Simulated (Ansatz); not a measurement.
# WC (Qusongite) (P-6m2) in Ansatz: a series of runs

One crystal, WC (Qusongite), is run at these levels: PBEsol; tasks: relaxation of cell and atoms.

Program: Ansatz 0.2.0. These are calculated values, not measurements. Logs are shortened: lines on timing, memory, paths and dates and some standing lists are left out, and cuts for length are marked.

### Step 1. The crystal as given

It takes space group P-6m2 (No. 187, hexagonal). Conventional cell: a = 2.907 Å, b = 2.907 Å, c = 2.837 Å, α = 90.00°, β = 90.00°, γ = 120.00°. W (site symmetry -6m2) is surrounded by 6 C at 2.20 Å. Around C (site symmetry -6m2) lie 6 W at 2.20 Å.

### Step 2. Relaxation of cell and atoms, PBEsol

input.yaml reads:

```yaml
crystal:
  lattice:
    - [2.9065, 0.0, 0.0]
    - [-1.45325, 2.5171028361, 0.0]
    - [0.0, 0.0, 2.8366]
  atoms:
    - { symbol: W, position: [0.0, 0.0, 0.0] }
    - { symbol: C, position: [0.6666666667, 0.3333333333, 0.5] }
kpoints:
  mp_grid: { grid: [10, 10, 9] }
scf:
  occupations: { method: fermi_dirac, width: 0.05 }
hamiltonian:
  xc: pbesol
  pseudopotentials: { kind: all_electron, lapw: { basis_error: 0.001 } }
output:
  forces: true
  stress: true
relax:
  f_tol: 0.01
  max_steps: 60
  cell: {}
```

Potentials or basis: all-electron LAPW, scalar-relativistic.

Launch:

```console
> ansatz run input.yaml --threads 1 --pin off --max-ram 3072MiB --backend cpu --events-out ev --progress --plain --runs-dir out
```

Output:

```text
Warning: RAYON_NUM_THREADS=1 ignored (pool sized by the plan → 1); use --threads N
The last accepted step is kept in <dir> (removed where the run ends without a failure and the disk answers)
LAPW: plane waves up to 9.697 Å⁻¹, error target 1.0e-3 eV per atom; small_component_spin mean_spin; C in spheres of 0.872 Å, 6 of its electrons in bands, Dirac shells []; W in spheres of 1.259 Å, 44 of its electrons in bands, Dirac shells [] (how accurate: hamiltonian.pseudopotentials.lapw.basis_error, Limitations)
Engine: ansatz 0.2.0, aarch64-unknown-linux-gnu
Pseudopotentials: kind: all_electron
Pseudopotential: W, LAPW, valence charge 44, lapw/all_electron/scalar/gaussian/W, Koelling and Harmon's equation, gaussian nucleus
Pseudopotential: C, LAPW, valence charge 6, lapw/all_electron/scalar/gaussian/C, Koelling and Harmon's equation, gaussian nucleus
Functional definition: PBEsol
  exchange = pbesol_x
  correlation = pbesol_c
Crystal: 2 atoms, lattice volume = 20.752 Å³
Basis set: ecut = 358.23813187872736 eV, 315 PW (Γ), exchange–correlation at level 2
Bands: 30, of which v1, the nominal top of the filled ones, is band 25 counted from 1 (24 counted from 0)
Symmetry: 12 space group operations
Space group: P-6m2 (ITA 187), of the structure as read, at distance tolerance 2.7e-5 Å
k-points: 70 of 900 (time reversal used)
Non-local potential: W, projectors of the file, none
Non-local potential: C, projectors of the file, none
Initial density: superposition of atomic densities (chi_scale 0.1, normalization cell, long waves kept (reshape's long-wave potential 0.00 eV rms))
Initial wavefunctions: plane waves of lowest kinetic energy (no species holds an atomic orbital)
Functional: x = pbesol(κ = 0.804, μ = 0.12345679012345678), c = pbesol(β = 0.046)
iter 1 solved again at ethr=8.09e-3 eV; its pass at ethr=1.00e-1 eV (dr2=4.04e0 eV) is discarded
SCF iter   1: F=—  HF=-440108.558078 eV  |F-HF|=—  |Δ(HF+E_count)|=         —  Δρ=1.26e-1  dr2=4.04e0  ethr=8.09e-3  ⟨swp⟩=2.0  Hψ=12967  notcnv=0
preconditioner: auto → none  [metal: Δε(μ)=0.134 eV  Ē_g=27.528 eV  σ=0.050 eV  W_gap=0.49  n_scr=8 (ndim 8)  ℏωp=44.6 eV  f_vac=0.000  D(μ)=0.21/eV (n_scr^D=0)  sad-step TF]
iter 2 solved again at ethr=3.25e-4 eV; its pass at ethr=8.09e-3 eV (dr2=1.63e-1 eV) is discarded
SCF iter   2: F=—  HF=-440107.126080 eV  |F-HF|=—  |Δ(HF+E_count)|=    1.43e0  Δρ=2.83e-2  dr2=1.63e-1  ethr=3.25e-4  ⟨swp⟩=2.0  Hψ=10679  notcnv=0
SCF iter   3: F=—  HF=-440107.084555 eV  |F-HF|=—  |Δ(HF+E_count)|=         —  Δρ=1.23e-2  dr2=1.32e-2  ethr=3.25e-4  ⟨swp⟩=3.0  Hψ=6518  notcnv=0
the basis was enlarged: its passes take 436.5 KiB over the memory plan, 1 of 1 planned eigensolver slots
SCF iter   4: F=—  HF=-440107.082645 eV  |F-HF|=—  |Δ(HF+E_count)|=   1.91e-3  Δρ=4.10e-3  dr2=1.52e-3  ethr=2.65e-5  ⟨swp⟩=3.0  Hψ=6440  notcnv=0
SCF iter   5: F=—  HF=-440107.078505 eV  |F-HF|=—  |Δ(HF+E_count)|=   4.14e-3  Δρ=1.52e-3  dr2=3.14e-4  ethr=3.04e-6  ⟨swp⟩=3.0  Hψ=6239  notcnv=0
SCF iter   6: F=—  HF=-440107.078439 eV  |F-HF|=—  |Δ(HF+E_count)|=   6.66e-5  Δρ=1.09e-4  dr2=2.28e-6  ethr=6.28e-7  ⟨swp⟩=2.3  Hψ=6047  notcnv=0
SCF iter   7: F=—  HF=-440107.078437 eV  |F-HF|=—  |Δ(HF+E_count)|=   1.20e-6  Δρ=2.97e-5  dr2=1.08e-7  ethr=4.56e-9  ⟨swp⟩=2.5  Hψ=6079  notcnv=0
SCF iter   8: F=-440107.078437 eV  HF=-440107.078437 eV  |F-HF|=3.43e-9  |Δ(HF+E_count)|=   6.69e-9  Δρ=4.25e-6  dr2=2.69e-9  ethr=2.16e-10  ⟨swp⟩=3.0  Hψ=6274  notcnv=0
SCF 1 converged in 8 iterations: F = -440107.078437 eV  dr2 = 2.69e-9
relax step   1: F+E_penalty+E_count = -440107.07843739 eV  Δ(F+E_penalty+E_count) = +0.000e0 eV  max|allowed force component| = 5.551e-17 eV/Å  Δτ_max = 0.0000 Å  P = -3.425 GPa  Ω = 20.752 Å³  (8 SCF iters, accepted)
Crystal: 2 atoms, lattice volume = 20.493 Å³
Basis set: ecut = 361.2538499144127 eV, 315 PW (Γ), exchange–correlation at level 2
Initial density: handed on by an earlier stage of this run
Initial wavefunctions: those handed on with the density
iter 1 solved again at ethr=4.85e-7 eV; its pass at ethr=1.00e-1 eV (dr2=2.43e-4 eV) is discarded
SCF iter   1: F=—  HF=-440107.080035 eV  |F-HF|=—  |Δ(HF+E_count)|=         —  Δρ=1.08e-3  dr2=2.58e-4  ethr=4.85e-7  ⟨swp⟩=3.9  Hψ=11077  notcnv=0
preconditioner: auto → none  [metal: Δε(μ)=0.106 eV  Ē_g=28.615 eV  σ=0.050 eV  W_gap=0.40  n_scr=8 (ndim 8)  ℏωp=44.9 eV  f_vac=0.002  D(μ)=0.23/eV (n_scr^D=0)]
SCF iter   2: F=—  HF=-440107.079913 eV  |F-HF|=—  |Δ(HF+E_count)|=   1.22e-4  Δρ=4.14e-4  dr2=4.61e-5  ethr=4.85e-7  ⟨swp⟩=3.0  Hψ=6368  notcnv=0
SCF iter   3: F=—  HF=-440107.079893 eV  |F-HF|=—  |Δ(HF+E_count)|=   2.00e-5  Δρ=2.19e-4  dr2=1.03e-5  ethr=9.23e-8  ⟨swp⟩=3.0  Hψ=6337  notcnv=0
SCF iter   4: F=—  HF=-440107.079889 eV  |F-HF|=—  |Δ(HF+E_count)|=   3.74e-6  Δρ=9.57e-5  dr2=1.88e-6  ethr=2.06e-8  ⟨swp⟩=3.0  Hψ=6134  notcnv=0
iter 5 solved again at ethr=2.57e-10 eV; its pass at ethr=3.75e-9 eV (dr2=1.29e-7 eV) is discarded
SCF iter   5: F=—  HF=-440107.079889 eV  |F-HF|=—  |Δ(HF+E_count)|=   7.19e-7  Δρ=2.73e-5  dr2=1.28e-7  ethr=2.57e-10  ⟨swp⟩=2.0  Hψ=10531  notcnv=0
SCF iter   6: F=-440107.079889 eV  HF=-440107.079889 eV  |F-HF|=1.92e-9  |Δ(HF+E_count)|=   4.34e-8  Δρ=3.94e-6  dr2=2.45e-9  ethr=2.57e-10  ⟨swp⟩=3.0  Hψ=6257  notcnv=0
SCF 2 converged in 6 iterations: F = -440107.079889 eV  dr2 = 2.45e-9
relax step   2: F+E_penalty+E_count = -440107.07988860 eV  Δ(F+E_penalty+E_count) = -1.451e-3 eV  max|allowed force component| = 1.388e-16 eV/Å  Δτ_max = 0.0000 Å  P = +1.759 GPa  Ω = 20.493 Å³  (6 SCF iters, accepted)
Crystal: 2 atoms, lattice volume = 20.581 Å³
Basis set: ecut = 360.2255926295321 eV, 315 PW (Γ), exchange–correlation at level 2
iter 1 solved again at ethr=2.59e-8 eV; its pass at ethr=1.00e-1 eV (dr2=1.30e-5 eV) is discarded
SCF iter   1: F=—  HF=-440107.080391 eV  |F-HF|=—  |Δ(HF+E_count)|=         —  Δρ=3.56e-4  dr2=2.75e-5  ethr=2.59e-8  ⟨swp⟩=4.3  Hψ=11225  notcnv=0
preconditioner: auto → none  [metal: Δε(μ)=0.104 eV  Ē_g=28.582 eV  σ=0.050 eV  W_gap=0.39  n_scr=8 (ndim 8)  ℏωp=44.8 eV  f_vac=0.004  D(μ)=0.23/eV (n_scr^D=0)]
SCF iter   2: F=—  HF=-440107.080378 eV  |F-HF|=—  |Δ(HF+E_count)|=   1.32e-5  Δρ=1.36e-4  dr2=5.01e-6  ethr=2.59e-8  ⟨swp⟩=3.0  Hψ=6378  notcnv=0
SCF iter   3: F=—  HF=-440107.080376 eV  |F-HF|=—  |Δ(HF+E_count)|=   2.18e-6  Δρ=7.33e-5  dr2=1.16e-6  ethr=1.00e-8  ⟨swp⟩=3.0  Hψ=6338  notcnv=0
SCF iter   4: F=—  HF=-440107.080375 eV  |F-HF|=—  |Δ(HF+E_count)|=   4.13e-7  Δρ=3.19e-5  dr2=2.10e-7  ethr=2.32e-9  ⟨swp⟩=3.0  Hψ=6134  notcnv=0
iter 5 solved again at ethr=2.85e-11 eV; its pass at ethr=4.20e-10 eV (dr2=1.42e-8 eV) is discarded
SCF iter   5: F=-440107.080375 eV  HF=-440107.080375 eV  |F-HF|=1.28e-8  |Δ(HF+E_count)|=   7.90e-8  Δρ=9.01e-6  dr2=1.42e-8  ethr=2.85e-11  ⟨swp⟩=2.0  Hψ=10531  notcnv=0
SCF 3 converged in 5 iterations: F = -440107.080375 eV  dr2 = 1.42e-8
relax step   3: F+E_penalty+E_count = -440107.08037531 eV  Δ(F+E_penalty+E_count) = -4.867e-4 eV  max|allowed force component| = 6.823e-17 eV/Å  Δτ_max = 0.0000 Å  P = -0.028 GPa  Ω = 20.581 Å³  (5 SCF iters, accepted)
iter 1 solved again at ethr=2.97e-11 eV; its pass at ethr=1.00e-1 eV (dr2=1.49e-8 eV) is discarded
SCF iter   1: F=—  HF=-440107.080375 eV  |F-HF|=—  |Δ(HF+E_count)|=         —  Δρ=9.02e-6  dr2=1.42e-8  ethr=2.97e-11  ⟨swp⟩=5.7  Hψ=11671  notcnv=0  reapply=3
preconditioner: auto → none  [metal: Δε(μ)=0.104 eV  Ē_g=28.583 eV  σ=0.050 eV  W_gap=0.39  n_scr=8 (ndim 8)  ℏωp=44.8 eV  f_vac=0.002  D(μ)=0.23/eV (n_scr^D=0)]
SCF iter   2: F=-440107.080375 eV  HF=-440107.080375 eV  |F-HF|=6.64e-9  |Δ(HF+E_count)|=   7.55e-8  Δρ=4.16e-6  dr2=4.27e-9  ethr=2.85e-11  ⟨swp⟩=3.0  Hψ=6361  notcnv=0
SCF 4 converged in 2 iterations: F = -440107.080375 eV  dr2 = 4.27e-9
relax step   4: F+E_penalty+E_count = -440107.08037511 eV  Δ(F+E_penalty+E_count) = +2.055e-7 eV  max|allowed force component| = 7.401e-17 eV/Å  Δτ_max = 0.0000 Å  P = -0.030 GPa  Ω = 20.581 Å³  stress off target by 4.55e-2 GPa  SCF on the basis re-selected at this cell (its energy is not comparable with the rows above)  (2 SCF iters)
basis re-selected at this cell: Δ(F+E_penalty+E_count) = +2.055e-7 eV, ΔP = -0.002 GPa vs the last step (what re-selecting the basis moved, after the strain that the cell walked since its last selection, with what the two solves' SCF thresholds leave and, on support functions, any second-order correction that the steps lacked; it is no measure of the basis error at this ecutwfc). This SCF's stress stands 4.55e-2 GPa from its target on what of the cell is left free (relax.cell.stress_tol is 5.00e-2 GPa) and its largest allowed force component is 7.40e-17 eV/Å (relax.f_tol is 1.00e-2 eV/Å): within both
SCF converged after 2 iterations
Free energy (F): -440107.080375 eV
Harris-Foulkes:  -440107.080375 eV  (|F-HF|=6.64e-9)
Internal energy: -440107.078585 eV  (E = F + TS)
E sigma→0 (E₀):  -440107.079480 eV
Entropy (-TS):   -0.001790 eV (-0.895 meV/atom)
Fermi energy:    25.743018 eV
--- Per-component energies (eV) ---
  E_band       = -4892.151768
  E_kinetic    = 492725.567031
  E_xc         = -8847.483106
  E_electrostatic = -923985.162510  (all electrons and nuclei)
  E_smearing   = -0.001790  (= −TS)
  E_closure    = 0.000000  (closes the sum)
  E_atoms      = -440084.679543  (free atoms, spherical and without spin; not in F)
  Σ components = -440107.080375   (vs F -440107.080375, Δ=0.00e0)
  Basis errors (estimates in eV, not in F): energy 3.8e-4 per atom: plane waves 3.4e-4 (1.9e-4 summed), levels above the bands 6.5e-59, relativity 3.6e-8, radial functions 3.7e-5, core shells 3.9e-7; eigenvalues (radial functions only) 1.2e-6; not estimated: angular momenta, meshes, grids; target (lapw.basis_error) 1.0e-3; muffin-tin radii C 0.870 Å, W 1.255 Å
--- Forces (eV/Å), atoms counted from 1 ---
  atom   1  W      0.00000000     0.00000000     0.00000000
  atom   2  C      0.00000000    -0.00000000    -0.00000000
  max |Σ_I F_I| component: 8.10e-17 eV/Å
--- Stress (GPa, compression-positive) ---
       -0.045504      -0.000000       0.000000
       -0.000000      -0.045504      -0.000000
        0.000000      -0.000000       0.000729
  P = ⅓ Tr σ = -0.0301 GPa (-0.301 kbar)
--- Relaxed structure (3 steps of the walk, 3 accepted, 1 SCFs on fresh bases) ---
  F+E_penalty+E_count = -440107.08037511 eV   max|allowed force component| = 7.401e-17 eV/Å   (the final SCF, on the basis selected at the relaxed cell)
  cell:  # Å, volume = 20.5809 Å³
    - [2.8996840779606514, -7.56719358247391e-19, 2.0369843138186413e-34]
    - [-1.4498420389803257, 2.5112000744631806, 1.0396013664475948e-34]
    - [1.987995769680836e-34, 2.319328397960975e-34, 2.8263976014840058]
  atoms:
    - { symbol: W, position: [-3.700743415524894e-17, 1.0201834250424587e-34, 0.0] }
    - { symbol: C, position: [0.6666666666666666, 0.3333333333333333, 0.5] }
```

It took 57 s on 1 thread of Arm Neoverse V2, shared host; peak memory 0.35 GiB.

What came out:

```yaml
Free_energy: -440107.0804 eV
Relaxed_volume: 10.29 Å³/atom
Relaxed_cell: a = 2.900 Å, b = 2.900 Å, c = 2.826 Å, α = 90.00°, β = 90.00°, γ = 120.00°
Space_group_after_relaxing_to_0.05_Å: P-6m2 (No. 187)
Energy_gained_by_relaxing: 1.0 meV/atom
Ionic_steps: 4
Pressure_after_relaxing: 0.0 GPa
```

Step by step:
```
step  energy change (eV)  largest force (eV/Å)  volume (Å³)
   1              0.0000                0.0000        20.75
   2             -0.0015                0.0000        20.49
   3             -0.0019                0.0000        20.58
   4             -0.0019                0.0000        20.58
```

Final structure:
```
CELL_PARAMETERS angstrom
2.89968 0.00000 0.00000
-1.44984 2.51120 0.00000
0.00000 0.00000 2.82640
ATOMIC_POSITIONS crystal
W 0.00000 0.00000 0.00000
C 0.66667 0.33333 0.50000
```

### Step 3. Relaxation of cell and atoms, PBEsol, target pressure 5 GPa, at which the enthalpy is minimised

input.yaml, as its differences from that of step 2:

```diff
@@ -21,2 +21,2 @@
   max_steps: 60
-  cell: {}
+  cell: { p_target: 5 }
```

Potentials or basis: all-electron LAPW, scalar-relativistic.

Launch:

```console
> ansatz run input.yaml --threads 1 --pin off --max-ram 3072MiB --backend cpu --events-out ev --progress --plain --runs-dir out
```

Output:

```text
Warning: RAYON_NUM_THREADS=1 ignored (pool sized by the plan → 1); use --threads N
[... 1 set-up line as earlier in the session ...]
LAPW: plane waves up to 9.697 Å⁻¹, error target 1.0e-3 eV per atom; small_component_spin mean_spin; C in spheres of 0.872 Å, 6 of its electrons in bands, Dirac shells []; W in spheres of 1.259 Å, 44 of its electrons in bands, Dirac shells [] (how accurate: hamiltonian.pseudopotentials.lapw.basis_error, Limitations)
[... 7 set-up lines as earlier in the session ...]
Crystal: 2 atoms, lattice volume = 20.752 Å³
Basis set: ecut = 358.23813187872736 eV, 315 PW (Γ), exchange–correlation at level 2
Bands: 30, of which v1, the nominal top of the filled ones, is band 25 counted from 1 (24 counted from 0)
[... 2 set-up lines as earlier in the session ...]
k-points: 70 of 900 (time reversal used)
[... 5 set-up lines as earlier in the session ...]
iter 1 solved again at ethr=8.09e-3 eV; its pass at ethr=1.00e-1 eV (dr2=4.04e0 eV) is discarded
SCF iter   1: F=—  HF=-440108.558078 eV  |F-HF|=—  |Δ(HF+E_count)|=         —  Δρ=1.26e-1  dr2=4.04e0  ethr=8.09e-3  ⟨swp⟩=2.0  Hψ=12967  notcnv=0
preconditioner: auto → none  [metal: Δε(μ)=0.134 eV  Ē_g=27.528 eV  σ=0.050 eV  W_gap=0.49  n_scr=8 (ndim 8)  ℏωp=44.6 eV  f_vac=0.000  D(μ)=0.21/eV (n_scr^D=0)  sad-step TF]
iter 2 solved again at ethr=3.25e-4 eV; its pass at ethr=8.09e-3 eV (dr2=1.63e-1 eV) is discarded
SCF iter   2: F=—  HF=-440107.126080 eV  |F-HF|=—  |Δ(HF+E_count)|=    1.43e0  Δρ=2.83e-2  dr2=1.63e-1  ethr=3.25e-4  ⟨swp⟩=2.0  Hψ=10679  notcnv=0
SCF iter   3: F=—  HF=-440107.084555 eV  |F-HF|=—  |Δ(HF+E_count)|=         —  Δρ=1.23e-2  dr2=1.32e-2  ethr=3.25e-4  ⟨swp⟩=3.0  Hψ=6518  notcnv=0
[... 54 lines left out ...]
relax step   5: F+E_penalty+E_count = -440107.07658842 eV  Δ(F+E_penalty+E_count) = +1.547e-4 eV  max|allowed force component| = 6.476e-17 eV/Å  Δτ_max = 0.0000 Å  P = +4.999 GPa  Ω = 20.334 Å³  (2 SCF iters, accepted)
iter 1 solved again at ethr=1.34e-10 eV; its pass at ethr=1.00e-1 eV (dr2=6.68e-8 eV) is discarded
SCF iter   1: F=—  HF=-440107.076588 eV  |F-HF|=—  |Δ(HF+E_count)|=         —  Δρ=1.64e-5  dr2=6.72e-8  ethr=1.34e-10  ⟨swp⟩=4.7  Hψ=10808  notcnv=0
preconditioner: auto → none  [metal: Δε(μ)=0.105 eV  Ē_g=28.663 eV  σ=0.050 eV  W_gap=0.39  n_scr=8 (ndim 8)  ℏωp=45.1 eV  f_vac=0.002  D(μ)=0.23/eV (n_scr^D=0)]
SCF iter   2: F=-440107.076588 eV  HF=-440107.076588 eV  |F-HF|=4.81e-8  |Δ(HF+E_count)|=   6.14e-8  Δρ=1.17e-5  dr2=3.56e-8  ethr=1.34e-10  ⟨swp⟩=3.0  Hψ=6362  notcnv=0
SCF 6 converged in 2 iterations: F = -440107.076588 eV  dr2 = 3.56e-8
relax step   6: F+E_penalty+E_count = -440107.07658796 eV  Δ(F+E_penalty+E_count) = +4.597e-7 eV  max|allowed force component| = 6.476e-17 eV/Å  Δτ_max = 0.0000 Å  P = +4.994 GPa  Ω = 20.334 Å³  stress off target by 1.03e-2 GPa  SCF on the basis re-selected at this cell (its energy is not comparable with the rows above)  (2 SCF iters)
basis re-selected at this cell: Δ(F+E_penalty+E_count) = +4.597e-7 eV, ΔP = -0.004 GPa vs the last step (what re-selecting the basis moved, after the strain that the cell walked since its last selection, with what the two solves' SCF thresholds leave and, on support functions, any second-order correction that the steps lacked; it is no measure of the basis error at this ecutwfc). This SCF's stress stands 1.03e-2 GPa from its target on what of the cell is left free (relax.cell.stress_tol is 5.00e-2 GPa) and its largest allowed force component is 6.48e-17 eV/Å (relax.f_tol is 1.00e-2 eV/Å): within both
SCF converged after 2 iterations
Free energy (F): -440107.076588 eV
Harris-Foulkes:  -440107.076588 eV  (|F-HF|=4.81e-8)
Internal energy: -440107.074780 eV  (E = F + TS)
E sigma→0 (E₀):  -440107.075684 eV
Entropy (-TS):   -0.001808 eV (-0.904 meV/atom)
Fermi energy:    26.092043 eV
--- Per-component energies (eV) ---
  E_band       = -4873.772693
  E_kinetic    = 492727.503666
  E_xc         = -8847.897444
  E_electrostatic = -923986.681002  (all electrons and nuclei)
  E_smearing   = -0.001808  (= −TS)
  E_closure    = 0.000000  (closes the sum)
  E_atoms      = -440084.679543  (free atoms, spherical and without spin; not in F)
  Σ components = -440107.076588   (vs F -440107.076588, Δ=0.00e0)
  Basis errors (estimates in eV, not in F): energy 3.9e-4 per atom: plane waves 3.5e-4 (2.0e-4 summed), levels above the bands 1.0e-59, relativity 3.6e-8, radial functions 3.7e-5, core shells 4.5e-7; eigenvalues (radial functions only) 1.2e-6; not estimated: angular momenta, meshes, grids; target (lapw.basis_error) 1.0e-3; muffin-tin radii C 0.867 Å, W 1.250 Å
--- Forces (eV/Å), atoms counted from 1 ---
  atom   1  W     -0.00000000     0.00000000     0.00000000
  atom   2  C      0.00000000     0.00000000    -0.00000000
  max |Σ_I F_I| component: 1.67e-16 eV/Å
--- Stress (GPa, compression-positive) ---
        4.996270      -0.000000      -0.000000
       -0.000000       4.996270       0.000000
       -0.000000       0.000000       4.989737
  P = ⅓ Tr σ = 4.9941 GPa (49.941 kbar)
--- Relaxed structure (5 steps of the walk, 5 accepted, 1 SCFs on fresh bases) ---
  F+E_penalty+E_count = -440107.07658796 eV   max|allowed force component| = 6.476e-17 eV/Å   (the final SCF, on the basis selected at the relaxed cell)
  cell:  # Å, volume = 20.3339 Å³
    - [2.8869597074087605, -2.169408274304581e-18, -1.2731151961366506e-34]
    - [-1.4434798537043803, 2.500180446318076, 1.9553755734898615e-35]
    - [-1.2424973560505223e-34, -4.96998942420209e-35, 2.8171396332585625]
  atoms:
    - { symbol: W, position: [-3.7007434155248937e-17, -3.152207379721035e-34, -2.967364920549937e-67] }
    - { symbol: C, position: [0.6666666666666666, 0.3333333333333333, 0.49999999999999994] }
```

Wall time 77 s (1 thread of Arm Neoverse V2, shared host); peak memory 0.35 GiB.

What came out:

| Item | Value |
| --- | --- |
| Free energy | -440107.0766 eV |
| Relaxed volume | 10.17 Å³/atom |
| Relaxed cell | a = 2.887 Å, b = 2.887 Å, c = 2.817 Å, α = 90.00°, β = 90.00°, γ = 120.00° |
| Space group after relaxing (to 0.05 Å) | P-6m2 (No. 187) |
| Energy change on relaxing (the enthalpy is what falls) | +0.9 meV/atom |
| Ionic steps | 6 |
| Pressure after relaxing | 5.0 GPa |

The path:
| step | energy change (eV) | largest force (eV/Å) | volume (Å³) |
| --- | --- | --- | --- |
| 1 | 0.0000 | 0.0000 | 20.75 |
| 2 | 0.0148 | 0.0000 | 20.08 |
| 3 | 0.0022 | 0.0000 | 20.34 |
| 4 | 0.0017 | 0.0000 | 20.34 |
| 5 | 0.0018 | 0.0000 | 20.33 |
| 6 | 0.0018 | 0.0000 | 20.33 |

Final structure:
```
CELL_PARAMETERS angstrom
2.88696 0.00000 0.00000
-1.44348 2.50018 0.00000
0.00000 0.00000 2.81714
ATOMIC_POSITIONS crystal
W 0.00000 0.00000 0.00000
C 0.66667 0.33333 0.50000
```
